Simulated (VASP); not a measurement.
# N (Pa-3) in VASP: a series of runs, part 2 of 2

VASP 6.6.1.

### 3 Equation of state, PBE, 24.72 Å³/atom (a relaxed cell with its volume scaled by 0.96)

Contents of INCAR:

```
PREC = Accurate
ENCUT = 520
EDIFF = 1E-6
ISMEAR = 0
SIGMA = 0.02
LREAL = False
LASPH = True
NELM = 60
ALGO = Normal
ISIF = 2
LWAVE = False
LCHARG = False
GGA = PE
KPAR = 4
```

Contents of KPOINTS:

```
regular mesh
0
Gamma
  4 4 4
```

Contents of POSCAR:

```
N                                       
1.0
    5.8262004533     -0.0000000000     -0.0000000000
   -0.0000000000      5.8262004533     -0.0000000000
    0.0000000000     -0.0000000000      5.8262004533
  N             
     8
Direct
     0.0543847085539440    0.4456152914460560    0.5543847085539438
     0.4456152914460560    0.5543847085539438    0.0543847085539440
     0.5543847085539438    0.0543847085539439    0.4456152914460560
     0.9456152914460562    0.9456152914460562    0.9456152914460562
     0.9456152914460562    0.5543847085539438    0.4456152914460560
     0.5543847085539438    0.4456152914460560    0.9456152914460562
     0.4456152914460560    0.9456152914460562    0.5543847085539438
     0.0543847085539440    0.0543847085539439    0.0543847085539440
```

Potentials or basis: VASP PAW PBE potentials, release 64 (N).

Launch:

```bash
$ cat potpaw_PBE.64/N/POTCAR > POTCAR
$ mpirun -np 4 vasp_std > vasp.out
```

OUTCAR:

```text
PREC = Accurate
   ENCUT = 520
   EDIFF = 1E-6
   ISMEAR = 0
   LREAL = False
   LASPH = True
   NELM = 60
   ISIF = 2
   GGA = PE

 ion  position               nearest neighbor table
   1  0.054  0.446  0.554-   5 1.10
   2  0.446  0.554  0.054-   6 1.10
   3  0.554  0.054  0.446-   7 1.10
   4  0.946  0.946  0.946-   8 1.10
   5  0.946  0.554  0.446-   1 1.10
   6  0.554  0.446  0.946-   2 1.10
[... 508 lines left out ...]
  -------------------------------------------------------------------------------------
  Total        3.5834000      3.5834000      3.5834000     -0.0000000     -0.0000000      0.0000000
  in kB       29.0301714     29.0301714     29.0301714     -0.0000000     -0.0000000      0.0000000
  external PRESSURE =      29.0301714 kB  Pullay stress =       0.0000000 kB

 VOLUME and BASIS-vectors are now :
 -----------------------------------------------------------------------------
  energy-cutoff  :      520.00
  volume of cell :      197.77
      direct lattice vectors                 reciprocal lattice vectors
     5.826200453  0.000000000  0.000000000     0.171638447  0.000000000  0.000000000
     0.000000000  5.826200453  0.000000000     0.000000000  0.171638447  0.000000000
     0.000000000  0.000000000  5.826200453     0.000000000  0.000000000  0.171638447

 POSITION                                       TOTAL-FORCE (eV/Angst)
 -----------------------------------------------------------------------------------
      0.31686      2.59624      3.22996         1.398776     -1.398776      1.398776
      2.59624      3.22996      0.31686        -1.398776      1.398776      1.398776
      3.22996      0.31686      2.59624         1.398776      1.398776     -1.398776
      5.50934      5.50934      5.50934        -1.398776     -1.398776     -1.398776
      5.50934      3.22996      2.59624        -1.398776      1.398776     -1.398776
      3.22996      2.59624      5.50934         1.398776     -1.398776     -1.398776
      2.59624      5.50934      3.22996        -1.398776     -1.398776      1.398776
      0.31686      0.31686      0.31686         1.398776      1.398776      1.398776
 -----------------------------------------------------------------------------------
    total drift:                                0.000000      0.000000      0.000000

  FREE ENERGIE OF THE ION-ELECTRON SYSTEM (eV)
  ---------------------------------------------------
  free  energy   TOTEN  =       -66.6174462572 eV

  energy  without entropy=      -66.6174462572  energy(sigma->0) =      -66.61744626
```

OSZICAR:

```text
N       E                     dE             d eps       ncg     rms          rms(c)
DAV:   1     0.281965310553E+03    0.28197E+03   -0.17660E+04   550   0.132E+03
DAV:   2    -0.417848744424E+02   -0.32375E+03   -0.31819E+03   781   0.311E+02
DAV:   3    -0.697009899587E+02   -0.27916E+02   -0.27845E+02   597   0.101E+02
DAV:   4    -0.701365014308E+02   -0.43551E+00   -0.43524E+00   766   0.138E+01
DAV:   5    -0.701436739996E+02   -0.71726E-02   -0.71721E-02   800   0.151E+00    0.161E+01
DAV:   6    -0.672731686543E+02    0.28705E+01   -0.43921E+00   633   0.125E+01    0.924E+00
DAV:   7    -0.666307320470E+02    0.64244E+00   -0.28100E+00   709   0.102E+01    0.265E+00
DAV:   8    -0.666184614488E+02    0.12271E-01   -0.23180E-01   717   0.314E+00    0.436E-01
DAV:   9    -0.666172701808E+02    0.11913E-02   -0.11623E-02   725   0.645E-01    0.186E-01
DAV:  10    -0.666174907806E+02   -0.22060E-03   -0.12568E-03   696   0.268E-01    0.861E-02
DAV:  11    -0.666174454283E+02    0.45352E-04   -0.15725E-04   710   0.910E-02    0.723E-03
DAV:  12    -0.666174452463E+02    0.18204E-06   -0.13095E-05   740   0.240E-02    0.137E-02
DAV:  13    -0.666174462626E+02   -0.10163E-05   -0.10682E-06   563   0.863E-03    0.607E-04
DAV:  14    -0.666174462572E+02    0.53815E-08   -0.15916E-07   522   0.309E-03
   1 F= -.66617446E+02 E0= -.66617446E+02  d E =-.559285E-24
```

Wall time 36 s (4 MPI ranks of Intel Xeon Platinum 8375C at 2.90GHz (Ice Lake), shared host); peak memory 0.33 GiB.

Results:

* Free energy: -66.6174 eV
* Pressure: 2.9 GPa
* Largest force: 2.423 eV/Å
* Band gap on the k mesh: 7.52 eV, indirect (least direct gap 7.53 eV)

Caveat: the standard files for N, O and F lose accuracy on very short bonds; forces of over 1 eV/Å show positions far from the minimum, so gaps and moduli don't describe the material at rest.

### 4 Equation of state, PBE, 25.24 Å³/atom (a relaxed cell with its volume scaled by 0.98)

INCAR is that of step 3.

KPOINTS is that of step 3.

POSCAR, as its differences from that of step 3:

```diff
@@ -2,5 +2,5 @@
 1.0
-    5.8262004533     -0.0000000000     -0.0000000000
-   -0.0000000000      5.8262004533     -0.0000000000
-    0.0000000000     -0.0000000000      5.8262004533
+    5.8663824159     -0.0000000000     -0.0000000000
+   -0.0000000000      5.8663824159     -0.0000000000
+    0.0000000000     -0.0000000000      5.8663824159
   N
```

Launch:

```bash
$ cat potpaw_PBE.64/N/POTCAR > POTCAR
$ mpirun -np 4 vasp_std > vasp.out
```

Wall time 38 s (4 MPI ranks of Intel Xeon Platinum 8375C at 2.90GHz (Ice Lake), shared host); peak memory 0.32 GiB.

The run converged. Its results:

```
Free energy            : -66.6780 eV
Pressure               : 1.4 GPa
Largest force          : 1.178 eV/Å
Band gap on the k mesh : 7.46 eV, indirect (least direct gap 7.48 eV)
```

Caveat: the standard files for N, O and F lose accuracy on very short bonds; forces of over 1 eV/Å show positions far from the minimum, so gaps and moduli don't describe the material at rest.

### 5 Equation of state, PBE, 25.75 Å³/atom

INCAR is that of step 4.

KPOINTS is that of step 4.

POSCAR, as its differences from that of step 4:

```diff
@@ -2,5 +2,5 @@
 1.0
-    5.8663824159     -0.0000000000     -0.0000000000
-   -0.0000000000      5.8663824159     -0.0000000000
-    0.0000000000     -0.0000000000      5.8663824159
+    5.9060213373     -0.0000000000     -0.0000000000
+   -0.0000000000      5.9060213373     -0.0000000000
+    0.0000000000     -0.0000000000      5.9060213373
   N
```

Launch:

```bash
$ cat potpaw_PBE.64/N/POTCAR > POTCAR
$ mpirun -np 4 vasp_std > vasp.out
```

Wall time 31 s (4 MPI ranks of Intel Xeon Platinum 8375C at 2.90GHz (Ice Lake), shared host); peak memory 0.32 GiB.

Results (log left out):

```
Free energy            : -66.7006 eV
Pressure               : 0.0 GPa
Largest force          : 0.019 eV/Å
Band gap on the k mesh : 7.40 eV, indirect (least direct gap 7.42 eV)
```

Caveat: the standard files for N, O and F lose accuracy on very short bonds.

### 6 Equation of state, PBE, 26.27 Å³/atom (a relaxed cell with its volume scaled by 1.02)

INCAR is that of step 5.

KPOINTS is that of step 5.

POSCAR, as its differences from that of step 5:

```diff
@@ -2,5 +2,5 @@
 1.0
-    5.9060213373     -0.0000000000     -0.0000000000
-   -0.0000000000      5.9060213373     -0.0000000000
-    0.0000000000     -0.0000000000      5.9060213373
+    5.9451352013     -0.0000000000     -0.0000000000
+   -0.0000000000      5.9451352013     -0.0000000000
+    0.0000000000     -0.0000000000      5.9451352013
   N
```

Potentials or basis: VASP PAW PBE potentials, release 64 (N).

Launch:

```bash
$ cat potpaw_PBE.64/N/POTCAR > POTCAR
$ mpirun -np 4 vasp_std > vasp.out
```

It took 40 s on 4 MPI ranks of Intel Xeon Platinum 8375C at 2.90GHz (Ice Lake), shared host; peak memory 0.33 GiB.

The run converged. Its results:

* Free energy: -66.6897 eV
* Pressure: -1.2 GPa
* Largest force: 1.063 eV/Å
* Band gap on the k mesh: 7.34 eV, indirect (least direct gap 7.36 eV)

Caveat: the standard files for N, O and F lose accuracy on very short bonds; forces of over 1 eV/Å show positions far from the minimum, so gaps and moduli don't describe the material at rest.

### 7 Equation of state, PBE, 26.78 Å³/atom (a relaxed cell with its volume scaled by 1.04)

INCAR is that of step 6.

KPOINTS is that of step 6.

POSCAR, as its differences from that of step 6:

```diff
@@ -2,5 +2,5 @@
 1.0
-    5.9451352013     -0.0000000000     -0.0000000000
-   -0.0000000000      5.9451352013     -0.0000000000
-    0.0000000000     -0.0000000000      5.9451352013
+    5.9837410571     -0.0000000000     -0.0000000000
+   -0.0000000000      5.9837410571     -0.0000000000
+    0.0000000000     -0.0000000000      5.9837410571
   N
```

Launch:

```bash
$ cat potpaw_PBE.64/N/POTCAR > POTCAR
$ mpirun -np 4 vasp_std > vasp.out
```

Wall time 32 s (4 MPI ranks of Intel Xeon Platinum 8375C at 2.90GHz (Ice Lake), shared host); peak memory 0.32 GiB.

The run converged. Its results:

* Free energy: -66.6472 eV
* Pressure: -2.4 GPa
* Largest force: 2.069 eV/Å
* Band gap on the k mesh: 7.29 eV, indirect (least direct gap 7.30 eV)

Caveat: the standard files for N, O and F lose accuracy on very short bonds; forces of over 1 eV/Å show positions far from the minimum, so gaps and moduli don't describe the material at rest.

### 8 Equation of state, PBE

This run uses another cell than the first one, of 25.75 Å³/atom, 1.198 times its volume.

This step only gathers the single runs of the series.

What came out:

```yaml
Equilibrium_volume: 25.83 Å³/atom
Bulk_modulus_at_fixed_shape_and_positions: 66 GPa
Pressure_derivative_of_the_bulk_modulus: "3.7 (rough: it moves with the points fitted)"
```

Energy against volume, from the lowest point:
```csv
volume (Å³/atom),energy (meV/atom)
24.721,10.40
25.236,2.83
25.751,0.00
26.266,1.37
26.781,6.67
```

Caveat: the standard files for N, O and F lose accuracy on very short bonds; the cell was scaled at fixed shape and fractional positions, which overstates the stiffness of a crystal with free parameters, most of all of layers and chains.
